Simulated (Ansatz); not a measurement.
The system is NaCl.

```
Cl Na
1.0
     0.00000    2.79406    2.79406
     2.79406    0.00000    2.79406
     2.79406    2.79406    0.00000
Cl Na
1 1
Direct
  0.50000 0.50000 0.50000
  0.00000 0.00000 0.00000
```

The cell is a database's computed one.

| Quantity | Value |
| --- | --- |
| Program | Ansatz 0.2.0 |
| Task | relaxation of cell and atoms |
| Functional | PBE |
| Potentials or basis | all-electron LAPW, scalar-relativistic |
| Basis error allowed | 0.001 eV/atom |
| k mesh | 8 × 8 × 8 |
| Occupations | fermi-dirac, width 0.05 eV |
| Spin | no spin polarisation |

At the start: volume 21.81 Å³/atom.

Question: Where does the relaxation end?

Answer: Over 4 steps the energy falls by 6.0 meV/atom and the volume is 23.07 Å³/atom (+5.8 %); space group Fm-3m (No. 225, to 0.05 Å).

Step by step:
| step | energy change (eV) | largest force (eV/Å) | volume (Å³) |
| --- | --- | --- | --- |
| 1 | 0.0000 | 0.0000 | 43.63 |
| 2 | -0.0107 | 0.0000 | 45.34 |
| 3 | -0.0120 | 0.0000 | 46.14 |
| 4 | -0.0120 | 0.0000 | 46.14 |

Final structure:
```
CELL_PARAMETERS angstrom
0.00000 2.84668 2.84668
2.84668 0.00000 2.84668
2.84668 2.84668 0.00000
ATOMIC_POSITIONS crystal
Cl 0.50000 0.50000 0.50000
Na 0.00000 0.00000 0.00000
```
